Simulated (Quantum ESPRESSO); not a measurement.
# Pd (P6_3/mmc) in Quantum ESPRESSO: equation of state

How stiff is Pd in PBE, and what volume does it want? The cell is scaled to several volumes.

Program: Quantum ESPRESSO 7.5. These are calculated values, not measurements. Logs are shortened: lines on timing, memory, paths and dates and some standing lists are left out, and cuts for length are marked.

**1. The crystal as given**

Symmetry: P6_3/mmc, No. 194, hexagonal system. Conventional cell: a = 2.784 Å, b = 2.784 Å, c = 4.629 Å, α = 90.00°, β = 90.00°, γ = 120.00°. Pd (site symmetry -6m2) is surrounded by 12 Pd at 2.78 to 2.82 Å.

This isn't the form of Pd at room conditions, which is fcc.

**2. Single point, PBE, 14.60 Å³/atom**

The input, pw.in:

```
&CONTROL
  calculation = 'scf'
  prefix = 'pwscf'
  outdir = './tmp'
  pseudo_dir = './pseudo'
  tprnfor = .true.
  tstress = .true.
  disk_io = 'nowf'
/
&SYSTEM
  ibrav = 0
  nat = 2
  ntyp = 1
  ecutwfc = 60
  nbnd = 26
  occupations = 'smearing'
  smearing = 'fd'
  degauss = 0.00367493
/
&ELECTRONS
  conv_thr = 4d-10
  electron_maxstep = 120
  mixing_beta = 0.5
/
ATOMIC_SPECIES
Pd   106.4200 Pd_ONCV_PBE-1.0.oncvpsp.upf
CELL_PARAMETERS angstrom
   2.7268396102    0.0000000000    0.0000000000
  -1.3634198051    2.3615123745    0.0000000000
   0.0000000000    0.0000000000    4.5343992815
ATOMIC_POSITIONS crystal
Pd     0.3333333333    0.6666666667    0.2500000000
Pd     0.6666666667    0.3333333333    0.7500000000
K_POINTS automatic
11 11 6 0 0 0
```

Potentials or basis: SSSP 1.3 efficiency PBE.

Started as:

```console
OMP_NUM_THREADS=1 pw.x -in pw.in > pw.out
```

pw.out:

```text
This program is part of the open-source Quantum ESPRESSO suite
     for quantum simulation of materials; please cite
[... 9 lines left out ...]
     --------------------
     sticks:   dense  smooth     PW     G-vecs:    dense   smooth      PW
     Sum         439     439    139                12361    12361    2105

     Using Slab Decomposition

     bravais-lattice index     =            0
     lattice parameter (alat)  =       5.1530  a.u.
     unit-cell volume          =     197.0453 (a.u.)^3
     number of atoms/cell      =            2
     number of atomic types    =            1
     number of electrons       =        36.00
     number of Kohn-Sham states=           26
     kinetic-energy cutoff     =      60.0000  Ry
     charge density cutoff     =     240.0000  Ry
     scf convergence threshold =      4.0E-10
     mixing beta               =       0.5000
     number of iterations used =            8  plain     mixing
     Exchange-correlation= PBE
                           (   1   4   3   4   0   0   0)

     celldm(1)=   5.152980  celldm(2)=   0.000000  celldm(3)=   0.000000
     celldm(4)=   0.000000  celldm(5)=   0.000000  celldm(6)=   0.000000

     crystal axes: (cart. coord. in units of alat)
               a(1) = (   1.000000   0.000000   0.000000 )
               a(2) = (  -0.500000   0.866025   0.000000 )
               a(3) = (   0.000000   0.000000   1.662877 )

     reciprocal axes: (cart. coord. in units 2 pi/alat)
               b(1) = (  1.000000  0.577350 -0.000000 )
               b(2) = (  0.000000  1.154701  0.000000 )
               b(3) = (  0.000000 -0.000000  0.601367 )

     PseudoPot. # 1 for Pd read from file:
     Pd_ONCV_PBE-1.0.oncvpsp.upf
     Pseudo is Norm-conserving, Zval = 18.0
     Generated using ONCVPSP code by D. R. Hamann
     Using radial grid of 1410 points,  6 beta functions with:
                l(1) =   0
                l(2) =   0
                l(3) =   1
                l(4) =   1
                l(5) =   2
                l(6) =   2

     atomic species   valence    mass     pseudopotential
     Pd               18.00   106.42000     Pd( 1.00)

     24 Sym. Ops., with inversion, found (12 have fractional translation)

   Cartesian axes

     site n.     atom                  positions (alat units)
         1        Pd     tau(   1) = (  -0.0000000   0.5773503   0.4157193  )
         2        Pd     tau(   2) = (   0.5000000   0.2886751   1.2471579  )

     number of k points=    64  Fermi-Dirac smearing, width (Ry)=  0.0037
                       cart. coord. in units 2pi/alat
        k(    1) = (   0.0000000   0.0000000   0.0000000), wk =   0.0027548
        k(    2) = (   0.0000000   0.0000000   0.1002279), wk =   0.0055096
        k(    3) = (   0.0000000   0.0000000   0.2004558), wk =   0.0055096
        k(    4) = (   0.0000000   0.0000000  -0.3006837), wk =   0.0027548
        k(    5) = (   0.0000000   0.1049728   0.0000000), wk =   0.0165289
        k(    6) = (   0.0000000   0.1049728   0.1002279), wk =   0.0330579
[... 56 lines left out ...]
        k(   63) = (   0.2727273   0.5773503   0.2004558), wk =   0.0330579
        k(   64) = (   0.2727273   0.5773503  -0.3006837), wk =   0.0165289

     Dense  grid:    12361 G-vectors     FFT dimensions: (  25,  25,  48)

     Initial potential from superposition of free atoms

     starting charge      35.9993, renormalised to      36.0000
     Starting wfcs are   20 randomized atomic wfcs +    6 random wfcs

     Self-consistent Calculation

     iteration #  1     ecut=    60.00 Ry     beta= 0.50
     Davidson diagonalization with overlap
     ethr =  1.00E-02,  avg # of iterations =  3.9

     Threshold (ethr) on eigenvalues was too large:
     Diagonalizing with lowered threshold

     Davidson diagonalization with overlap
     ethr =  7.84E-05,  avg # of iterations =  2.7

     total energy              =    -506.39915206 Ry
     estimated scf accuracy    <       0.02733640 Ry

     iteration #  2     ecut=    60.00 Ry     beta= 0.50
     Davidson diagonalization with overlap
     ethr =  7.59E-05,  avg # of iterations =  2.2

     total energy              =    -506.40493869 Ry
     estimated scf accuracy    <       0.00318688 Ry

     iteration #  3     ecut=    60.00 Ry     beta= 0.50
     Davidson diagonalization with overlap
     ethr =  8.85E-06,  avg # of iterations =  2.0

     total energy              =    -506.40533625 Ry
     estimated scf accuracy    <       0.00029784 Ry

     iteration #  4     ecut=    60.00 Ry     beta= 0.50
     Davidson diagonalization with overlap
     ethr =  8.27E-07,  avg # of iterations =  2.0

     total energy              =    -506.40537391 Ry
     estimated scf accuracy    <       0.00000776 Ry

     iteration #  5     ecut=    60.00 Ry     beta= 0.50
     Davidson diagonalization with overlap
     ethr =  2.16E-08,  avg # of iterations =  1.9

     total energy              =    -506.40537539 Ry
     estimated scf accuracy    <       0.00000047 Ry

     iteration #  6     ecut=    60.00 Ry     beta= 0.50
     Davidson diagonalization with overlap
     ethr =  1.29E-09,  avg # of iterations =  2.0

     total energy              =    -506.40537543 Ry
     estimated scf accuracy    <       0.00000003 Ry

     iteration #  7     ecut=    60.00 Ry     beta= 0.50
     Davidson diagonalization with overlap
     ethr =  7.94E-11,  avg # of iterations =  2.0

     total energy              =    -506.40537544 Ry
     estimated scf accuracy    <          5.7E-10 Ry

     iteration #  8     ecut=    60.00 Ry     beta= 0.50
     Davidson diagonalization with overlap
     ethr =  1.59E-12,  avg # of iterations =  2.0

     End of self-consistent calculation

          k = 0.0000 0.0000 0.0000 (  1533 PWs)   bands (ev):

   -63.8384 -63.7862 -29.6946 -29.3923 -29.3923 -29.3376 -29.3376 -29.2901
    13.1598  14.9894  17.3841  17.5869  17.5869  17.9506  17.9506  18.6622
    18.6622  20.1318  20.1318  21.2241  27.4998  37.7644  39.4637  40.2911
    43.0446  43.0446

          k = 0.0000 0.0000 0.1002 (  1575 PWs)   bands (ev):

   -63.8349 -63.7897 -29.6681 -29.3887 -29.3887 -29.3413 -29.3413 -29.3178
    13.4046  15.0332  17.3180  17.5317  17.5317  17.8727  17.8727  18.8472
    18.8472  20.0984  20.0984  20.2350  28.8554  37.3391  39.7177  39.7527
    42.6621  42.6621

          k = 0.0000 0.0000 0.2005 (  1551 PWs)   bands (ev):

   -63.8254 -63.7993 -29.5950 -29.3928 -29.3787 -29.3787 -29.3513 -29.3513
    14.0648  15.0785  17.2138  17.4829  17.4829  17.6988  17.6988  18.5653
    19.2482  19.2482  19.9567  19.9567  31.6453  36.5977  38.8263  39.0068
    42.4429  42.4429

          k = 0.0000 0.0000-0.3007 (  1522 PWs)   bands (ev):

   -63.8124 -63.8124 -29.4944 -29.4944 -29.3650 -29.3650 -29.3650 -29.3650
    14.8033  14.8033  17.4487  17.4487  17.5421  17.5421  17.5421  17.5421
    19.6602  19.6602  19.6602  19.6602  34.6484  34.6484  38.3236  38.3236
    42.8676  42.8676

          k = 0.0000 0.1050 0.0000 (  1555 PWs)   bands (ev):

   -63.8342 -63.7839 -29.6838 -29.4197 -29.4008 -29.3658 -29.3427 -29.2940
    13.4317  15.1821  17.2168  17.7185  17.7719  17.8749  18.1216  18.4287
    18.5475  19.2099  20.1807  22.5104  27.5046  37.7709  39.7723  39.9301
    41.4032  41.9914

          k = 0.0000 0.1050 0.1002 (  1557 PWs)   bands (ev):

   -63.8309 -63.7873 -29.6591 -29.4152 -29.3970 -29.3740 -29.3466 -29.3160
    13.6696  15.2362  17.2266  17.5373  17.6988  17.7326  18.0375  18.6545
    18.7625  19.0499  20.1345  21.6242  28.9437  37.4762  39.5332  39.9267
    41.2060  41.4473

          k = 0.0000 0.1050 0.2005 (  1548 PWs)   bands (ev):

   -63.8217 -63.7965 -29.5916 -29.4142 -29.4020 -29.3863 -29.3582 -29.3572
    14.3145  15.3110  17.1827  17.3654  17.4247  17.6388  17.8596  18.2448
    19.1946  19.2763  19.9627  20.5146  31.7807  36.8339  38.8322  39.0418
    41.0383  41.7493

          k = 0.0000 0.1050-0.3007 (  1536 PWs)   bands (ev):

   -63.8091 -63.8091 -29.4997 -29.4997 -29.3837 -29.3837 -29.3718 -29.3718
    15.0510  15.0510  17.1147  17.1147  17.6105  17.6105  17.6991  17.6991
    19.6342  19.6342  19.8322  19.8322  34.8253  34.8253  38.3721  38.3721
    41.5564  41.5564

          k = 0.0000 0.2099 0.0000 (  1565 PWs)   bands (ev):

   -63.8228 -63.7779 -29.6532 -29.4933 -29.4405 -29.4232 -29.3566 -29.3057
    14.1712  15.5972  16.9603  17.5520  17.6030  18.2063  18.2777  18.2951
    18.6021  18.6098  20.2759  24.4082  27.5531  35.8770  39.0711  39.6398
    40.0554  40.4959

          k = 0.0000 0.2099 0.1002 (  1559 PWs)   bands (ev):

   -63.8198 -63.7809 -29.6361 -29.4845 -29.4507 -29.4187 -29.3610 -29.3221
    14.3720  15.6786  17.0003  17.3013  17.4688  18.0733  18.1708  18.4746
    18.6930  18.8410  20.2021  23.1287  29.2593  36.0249  39.0024  39.3453
    39.4272  40.8444
[... 332 lines left out ...]
   -63.7741 -63.7634 -29.6726 -29.6545 -29.5668 -29.5169 -29.4638 -29.3892
    15.7989  16.2310  16.5445  16.6269  17.5892  17.6777  18.3006  19.4813
    19.7636  20.4085  23.8690  27.8406  29.0577  29.7125  32.9038  34.2362
    35.0831  38.2569

          k = 0.2727 0.4724 0.2005 (  1543 PWs)   bands (ev):

   -63.7718 -63.7657 -29.6786 -29.6773 -29.5712 -29.5359 -29.4202 -29.3800
    15.8507  16.1063  16.5780  16.9170  17.2747  17.8552  18.3412  19.0483
    19.9026  20.5044  24.3276  26.4722  29.9487  29.9797  32.3973  32.5083
    36.5094  39.6933

          k = 0.2727 0.4724-0.3007 (  1536 PWs)   bands (ev):

   -63.7687 -63.7687 -29.6849 -29.6849 -29.5576 -29.5576 -29.3889 -29.3889
    15.9372  15.9372  16.8299  16.8299  17.5570  17.5570  18.5300  18.5300
    20.3401  20.3401  25.1642  25.1642  31.0514  31.0514  31.1404  31.1404
    38.6677  38.6677

          k = 0.2727 0.5774 0.0000 (  1534 PWs)   bands (ev):

   -63.7693 -63.7639 -29.6747 -29.6175 -29.5965 -29.5298 -29.4635 -29.4225
    15.7169  16.2917  16.4295  17.0926  17.3588  17.5465  18.4420  19.7578
    20.0198  20.0501  25.5505  26.2193  28.1294  32.3811  32.9682  34.3860
    34.6197  36.0160

          k = 0.2727 0.5774 0.1002 (  1531 PWs)   bands (ev):

   -63.7689 -63.7643 -29.6742 -29.6326 -29.6068 -29.5390 -29.4423 -29.4089
    15.7912  16.3361  16.4366  16.8575  17.3792  17.6743  18.4560  19.6954
    19.8318  20.1371  25.8247  26.3132  28.4235  31.4154  31.5142  33.8041
    36.1407  36.1626

          k = 0.2727 0.5774 0.2005 (  1531 PWs)   bands (ev):

   -63.7679 -63.7653 -29.6783 -29.6605 -29.6074 -29.5608 -29.4070 -29.3890
    15.9205  16.3138  16.5923  16.6475  17.3837  17.7398  18.4996  19.0403
    20.0269  20.2579  26.4083  26.5768  29.1092  30.0525  30.2206  32.2165
    38.0969  38.4767

          k = 0.2727 0.5774-0.3007 (  1536 PWs)   bands (ev):

   -63.7666 -63.7666 -29.6779 -29.6779 -29.5870 -29.5870 -29.3863 -29.3863
    16.0800  16.0800  16.7224  16.7224  17.5387  17.5387  18.6149  18.6149
    20.2208  20.2208  26.7768  26.7768  29.2435  29.2435  30.8092  30.8092
    39.6416  39.6416

     the Fermi energy is    20.3866 ev

!    total energy              =    -506.40537544 Ry
     estimated scf accuracy    <          2.0E-11 Ry
     smearing contrib. (-TS)   =      -0.00327819 Ry
     internal energy E=F+TS    =    -506.40209725 Ry

     The total energy is F=E-TS. E is the sum of the following terms:
     one-electron contribution =    -149.18029131 Ry
     hartree contribution      =      97.66678709 Ry
     xc contribution           =     -49.68949876 Ry
     ewald contribution        =    -405.19909427 Ry

     convergence has been achieved in   8 iterations

     Forces acting on atoms (cartesian axes, Ry/au):

     atom    1 type  1   force =     0.00000000   -0.00000000    0.00000000
     atom    2 type  1   force =    -0.00000000   -0.00000000    0.00000000

     Total force =     0.000000     Total SCF correction =     0.000000

     Computing stress (Cartesian axis) and pressure

          total   stress  (Ry/bohr**3)                   (kbar)     P=      100.11
   0.00067718   0.00000000   0.00000000           99.62        0.00        0.00
   0.00000000   0.00067718   0.00000000            0.00       99.62        0.00
   0.00000000   0.00000000   0.00068731            0.00        0.00      101.11

=------------------------------------------------------------------------------=
   JOB DONE.
=------------------------------------------------------------------------------=
```

Wall time 23 s (1 thread of Arm Neoverse V2, shared host); peak memory 0.07 GiB.

What came out:

| Item | Value |
| --- | --- |
| Free energy | -6889.9961 eV |
| Pressure | 10.0 GPa |
| Band gap on the k mesh | none (metal or under the smearing width) |

(Part 1 of 2 ends here.)
